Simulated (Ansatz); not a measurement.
Here is an Ansatz 0.2.0 calculation.

Contents of input.yaml:

```yaml
crystal:
  lattice:
    - [-2.9401404553, 2.9401404553, 1.5993019889]
    - [2.9401404553, -2.9401404553, 1.5993019889]
    - [2.9401404553, 2.9401404553, -1.5993019889]
  atoms:
    - { symbol: Sn, position: [0.0, 0.0, 0.0] }
    - { symbol: Sn, position: [0.75, 0.25, 0.5] }
hamiltonian:
  xc: r2scan
  pseudopotentials: { kind: paw_fr }
magnetization:
  noncollinear: true
  spin_orbit: true
kpoints:
  mp_grid: { grid: [7, 7, 7] }
  band_path:
    path:
      - [[0.0, 0.0, 0.0], [0.0, 0.0, 0.5], [-0.5, 0.5, 0.5], [0.0, 0.0, 0.0], [0.3239715651, 0.3239715651, -0.3239715651], [0.25, 0.25, 0.25], [0.0, 0.5, 0.0], [-0.3239715651, 0.6760284349, 0.3239715651], [-0.5, 0.5, 0.5]]
      - [[0.0, 0.0, 0.5], [0.25, 0.25, 0.25]]
    npoints: 14
scf:
  occupations: { method: fermi_dirac, width: 0.05 }
  n_extra_bands: 6
output:
  forces: true
  stress: true
  eigenvalues: true
  fatbands: true
```

Potentials or basis: Ansatz PAW.

The run is started by

```sh
$ ansatz run input.yaml --threads 2 --pin off --max-ram 5632MiB --backend cpu --events-out ev --progress --plain --runs-dir out
```

(1) Estimate the pressure.

(2) What does it give for the band gap on the k mesh?

## Answers

(1) -0.4 GPa.

(2) none (metal or under the smearing width).

Caveat: the PAW data sets come from PBE, with cores solved anew for the run's functional, which leaves a small shift of forces and pressure.
